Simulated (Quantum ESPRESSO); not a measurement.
P:

```xyz
4
Lattice="1.6477 -5.4650 0.0000 1.6477 5.4650 0.0000 0.0000 0.0000 4.5436" Properties=species:S:1:pos:R:3 pbc="T T T"
P     1.6477   -4.4173    2.6754
P     1.6477    4.4173    1.8683
P     1.6477   -1.0477    0.4035
P     1.6477    1.0477    4.1401
```

- Program: Quantum ESPRESSO 7.5
- Task: relaxation of cell and atoms
- Functional: PW91
- Dispersion: D4
- Potentials or basis: PseudoDojo 0.4.1 SR PBE standard
- Cutoff: 599 eV
- Density cutoff: 2395 eV
- k mesh: 8 × 8 × 6
- Occupations: fermi-dirac, width 0.05 eV
- Spin: no spin polarisation

At the start: pressure 0.1 GPa; volume 20.46 Å³/atom.

How do energy, volume and symmetry change on relaxing?

Over 15 steps the energy falls by 21.5 meV/atom and the volume is 18.26 Å³/atom (-10.7 %); space group Cmce (No. 64, to 0.05 Å).

Step by step:
```csv
step,energy change (eV),largest force (eV/Å),pressure (GPa),volume (Å³)
1,0.0000,0.3881,0.07,81.83
2,-0.0075,0.2949,-0.29,81.84
3,-0.0199,0.0867,-1.38,81.71
4,-0.0222,0.0794,-1.49,81.52
5,-0.0361,0.1460,-1.70,79.84
6,-0.0460,0.1788,-1.36,78.20
7,-0.0570,0.1822,-0.46,75.95
8,-0.0640,0.1638,0.33,74.53
9,-0.0715,0.1032,1.05,73.49
10,-0.0763,0.0911,1.19,73.17
11,-0.0793,0.1224,0.93,73.17
12,-0.0823,0.1397,0.45,73.15
13,-0.0845,0.1147,0.04,73.10
14,-0.0857,0.0589,-0.13,73.06
15,-0.0860,0.0148,-0.08,73.05
```

Final structure:
```
P
1.0
     1.66300   -5.15446    0.00000
     1.66300    5.15446    0.00000
     0.00000    0.00000    4.26126
P
4
Direct
  0.89500 0.10500 0.57515
  0.10500 0.89500 0.42485
  0.60500 0.39500 0.07515
  0.39500 0.60500 0.92485
```

Caveat: the potentials were made for another functional, which shifts forces and pressure; pairwise dispersion overbinds metals, which lowers pressure and volume.
